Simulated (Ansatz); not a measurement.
# Relaxation of Be

The calculation used Ansatz, DFT PBE, scalar-relativistic, plane waves, PAW. Settings: 420 eV cutoff, 21×21×12 k-mesh, Gaussian smearing of 0.10 eV, no spin polarisation.

What was changed in Ca: Ca → Be on all its sites, cell and atoms relaxed.

Input:

```yaml
crystal:
  lattice:
    - [1.1357343116, -1.9671531198, 0.0]
    - [1.1357343116, 1.9671531198, 0.0]
    - [0.0, 0.0, 3.5419877741]
  atoms:
    - { symbol: Be, position: [0.8333332112, 0.1666667888, 0.25] }
    - { symbol: Be, position: [0.1666667888, 0.8333332112, 0.75] }
basis:
  ecutwfc: 420
kpoints:
  mp_grid: { grid: [21, 21, 12] }
hamiltonian:
  xc: pbe
scf:
  occupations: { method: gaussian, width: 0.1 }
output:
  forces: true
  stress: true
  eigenvalues: true
relax:
  adjacent_minimum: "off"
  f_tol: 0.01
  max_steps: 60
  cell: { stress_tol: 0.1 }
```

F is the free energy. Steps run on the plane waves of an earlier cell, but the last one, and at times one on the way, on a freshly chosen basis, so a repeated geometry can differ a little in energy.

Steps:

| step | F − F(1) (eV) | largest force component (eV/Å) | V (Å³/atom) | P (GPa) |
| --- | --- | --- | --- | --- |
| 1 | 0.0000 | 0.000 | 7.913 | 0.03 |
| 2 | -0.0013 | 0.000 | 7.909 | -0.01 |
| 3 | -0.0013 | 0.000 | 7.907 | 0.00 |
| 4 | -0.0013 | 0.000 | 7.907 | 0.00 |

Relaxed structure:

```yaml
crystal:
  lattice:
    - [1.13131, -1.95949, 0.00000]
    - [1.13131, 1.95949, 0.00000]
    - [0.00000, 0.00000, 3.56679]
  atoms:
    - { symbol: Be, position: [0.83333, 0.16667, 0.25000] }
    - { symbol: Be, position: [0.16667, 0.83333, 0.75000] }
```

It takes space group P6_3/mmc (No. 194, hexagonal). Conventional cell: a = 2.263 Å, b = 2.263 Å, c = 3.567 Å, α = 90.00°, β = 90.00°, γ = 120.00°. Be (site symmetry -6m2) is surrounded by 12 Be at 2.21 to 2.26 Å.

The run converged. The run took about 8 core-seconds.